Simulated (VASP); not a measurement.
## TaSi2 in VASP: convergence with PREC

Input of the first run (PREC Low); the others differ in this setting and in those tied to it:

File INCAR:

```
PREC = Low
ENCUT = 500
EDIFF = 1E-7
ISMEAR = 0
SIGMA = 0.02
LREAL = F
LASPH = T
NELM = 100
ALGO = Normal
ISIF = 2
LWAVE = F
LCHARG = F
GGA = PE
```

KPOINTS

```
Automatic mesh
0
Gamma
  5 5 3
```

The input POSCAR:

```
TaSi2
1.0
    4.7839000000      0.0000000000      0.0000000000
   -2.3919500000      4.1429789292      0.0000000000
    0.0000000000      0.0000000000      6.5700000000
Ta Si
3 6
Direct
   -0.0041710000      0.4981310000      0.3320580000
    0.5004940000      0.5029370000      0.6646960000
    0.4992760000     -0.0005830000     -0.0004670000
    0.3203600000      0.1600690000      0.3331610000
    0.1596140000      0.8409300000      0.6662560000
    0.8397640000      0.6768310000      0.0011850000
    0.6826520000      0.8410480000      0.3343120000
    0.8406490000      0.1620840000      0.6667140000
    0.1574490000      0.3208280000     -0.0012220000
```

Potentials or basis: VASP PAW PBE potentials, release 64 (Ta, Si).

Command:

```console
$ cat potpaw_PBE.64/Ta/POTCAR potpaw_PBE.64/Si/POTCAR > POTCAR
$ mpirun -np 1 vasp_std > vasp.out
```

The cell isn't the ideal one: atoms moved at random, drawn with an rms of 0.02 Å.

Hardware: 1 thread of Intel(R) Xeon(R) 6975P-C (Granite Rapids) (shared host).

```
    PREC  energy less the tightest run, at zero smearing (meV/atom)  SCF cycles  CPU time (s)  peak memory (GiB)
     Low                                                       0.04          17            47               0.19
  Medium                                                       0.05          17            47               0.19
  Single                                                       0.01          17            59                0.2
  Normal                                                       0.00          17            47               0.24
    High                                                       0.00          17            77               0.21
Accurate                                                       0.00          17            64               0.29
```

Against the tightest run, the energy stays within 1 meV/atom from Low on. The tightest run that finished is the yardstick and may itself not be fully converged.

Spin-orbit coupling is left out, which matters for the levels of Ta.
